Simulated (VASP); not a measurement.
The system is SnO2 (Cassiterite).

```
Sn O
1.0
     4.73800    0.00000    0.00000
     0.00000    4.73800    0.00000
     0.00000    0.00000    3.18650
Sn O
2 4
Cartesian
  0.0000 0.0000 0.0000
  2.3690 2.3690 1.5933
  1.4550 1.4550 0.0000
  0.9140 3.8240 1.5933
  3.2830 3.2830 0.0000
  3.8240 0.9140 1.5933
```

| Property | Result |
| --- | --- |
| Program | VASP 6.6.1 |
| Task | relaxation of cell and atoms |
| Functional | PBE |
| Potentials or basis | VASP PAW PBE potentials, release 64 (Sn_d, O) |
| Cutoff | 600 eV |
| k mesh | 6 × 6 × 8 |
| Occupations | gaussian, width 0.03 eV |
| Spin | no spin polarisation |

At the start: pressure 11.6 GPa; volume 11.92 Å³/atom.

Task: How do energy, volume and symmetry change on relaxing?

Result: Over 8 steps the energy falls by 23.7 meV/atom and the volume is 12.61 Å³/atom (+5.8 %); space group P4_2/mnm (No. 136, to 0.05 Å).

The path:
| step | energy change (eV) | largest force (eV/Å) | pressure (GPa) | volume (Å³) |
| --- | --- | --- | --- | --- |
| 1 | 0.0000 | 0.2935 | 11.61 | 71.53 |
| 2 | 0.0636 | 0.3605 | -10.52 | 80.85 |
| 3 | -0.1403 | 0.0638 | 0.00 | 75.51 |
| 4 | -0.1403 | 0.0579 | 0.21 | 75.43 |
| 5 | -0.1420 | 0.0032 | 0.10 | 75.57 |
| 6 | -0.1421 | 0.0194 | 0.06 | 75.63 |
| 7 | -0.1422 | 0.0006 | -0.12 | 75.68 |
| 8 | -0.1422 | 0.0043 | -0.04 | 75.67 |

Final structure:
```xyz
6
Lattice="4.8303 0.0000 0.0000 0.0000 4.8303 0.0000 0.0000 0.0000 3.2433" Properties=species:S:1:pos:R:3 pbc="T T T"
Sn    0.0000    0.0000    0.0000
Sn    2.4152    2.4152    1.6216
O     1.4809    1.4809    0.0000
O     0.9343    3.8960    1.6216
O     3.3495    3.3495    0.0000
O     3.8960    0.9343    1.6216
```
